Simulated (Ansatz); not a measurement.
I:

```
CELL_PARAMETERS angstrom
3.63503 -2.39502 0.00000
3.63503 2.39502 0.00000
0.00000 0.00000 9.79344
ATOMIC_POSITIONS crystal
I 0.64930 0.35070 0.38440
I 0.14930 0.85070 0.11560
I 0.35070 0.64930 0.61560
I 0.85070 0.14930 0.88440
```

| Item | Value |
| --- | --- |
| Program | Ansatz 0.2.0 |
| Task | relaxation of cell and atoms |
| Functional | revPBE |
| Dispersion | D3(BJ) |
| Potentials or basis | Ansatz PAW |
| Cutoff | 420 eV (not typed: the program's choice for these potentials) |
| k mesh | 7 × 7 × 3 |
| Occupations | fermi-dirac, width 0.05 eV |
| Spin | no spin polarisation |

At the start: volume 42.63 Å³/atom.

Problem. How do energy, volume and symmetry change on relaxing?

Solution. It ends after 8 steps and the volume is 38.44 Å³/atom (-9.8 %); space group Cmce (No. 64, to 0.05 Å).

The path:
```
step  energy change (eV)  largest force (eV/Å)  volume (Å³)
   1              0.0000                0.8705       170.52
   2             -0.0866                0.4154       153.60
   3             -0.1430                0.2303       157.80
   4             -0.1838                0.0173       154.64
   5             -0.1855                0.0094       154.20
   6             -0.1857                0.0131       153.25
   7             -0.1862                0.0008       153.76
   8             -0.1846                0.0008       153.76
```

Final structure:
```
I
1.0
     3.57276   -2.24145    0.00000
     3.57276    2.24145    0.00000
     0.00000    0.00000    9.59988
I
4
Cartesian
  3.5728 -0.7756 3.6253
  3.5728 1.4658 1.1747
  3.5728 0.7756 5.9746
  3.5728 -1.4658 8.4252
```

Caveat: the plane-wave basis is chosen anew once the cell has moved, so the energies of steps on either side of that aren't comparable; the PAW data sets come from PBE, with cores solved anew for the run's functional, which leaves a small shift of forces and pressure.
